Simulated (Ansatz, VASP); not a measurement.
# TiAl: VASP beside Ansatz

Contents of INCAR:

```
SYSTEM = TiAl
ALGO = Normal
EDIFF = 1E-7
ENCUT = 520
GGA = CA
ISIF = 2
ISMEAR = 1
LASPH = .True.
LCHARG = .False.
LREAL = .False.
LWAVE = .False.
NBANDS = 14
NELM = 80
PREC = Accurate
SIGMA = 0.1
```

Contents of KPOINTS:

```
k-points
0
Gamma
  8 8 8
  0 0 0
```

The input POSCAR:

```
TiAl
1.0
    3.0180000000      0.0000000000      0.0000000000
    0.0000000000      3.0180000000      0.0000000000
    0.0000000000      0.0000000000      3.0180000000
Ti Al
1 1
Direct
    0.5000000000      0.5000000000      0.4668654738
    0.0000000000      0.0000000000      0.0000000000
```

Input for Ansatz:

```yaml
crystal:
  lattice:
    - [3.018, 0.0, 0.0]
    - [0.0, 3.018, 0.0]
    - [0.0, 0.0, 3.018]
  atoms:
    - { symbol: Ti, position: [0.5, 0.5, 0.46686547382372434] }
    - { symbol: Al, position: [0.0, 0.0, 0.0] }
basis:
  ecutwfc: 510.0
kpoints:
  mp_grid:
    grid: [8, 8, 8]
hamiltonian:
  xc: lda
scf:
  occupations:
    method: cold
    width: 0.1
output:
  forces: true
```

Alike in both runs: task single point; functional LDA; k mesh 8 × 8 × 8; no spin polarisation.

```csv
,VASP,Ansatz
version,VASP 6.6.1,Ansatz 0.2.0
potentials or method,"VASP PAW LDA potentials, release 64 (Ti_sv, Al)","plane waves, PAW"
plane-wave cutoff (eV),520,510
occupations,"methfessel-paxton of order 1, width 0.1 eV","cold, width 0.1 eV"
valence electrons in the cell,15,15
```

Ansatz gave:

| Property | Result |
| --- | --- |
| rms of the force components (eV/Å) | 0.533 |

**Question.** What did VASP give for the same quantities?

**Answer.** rms of the force components (eV/Å): 0.535.

Atom by atom the forces differ by 0.002 eV/Å (rms over components).
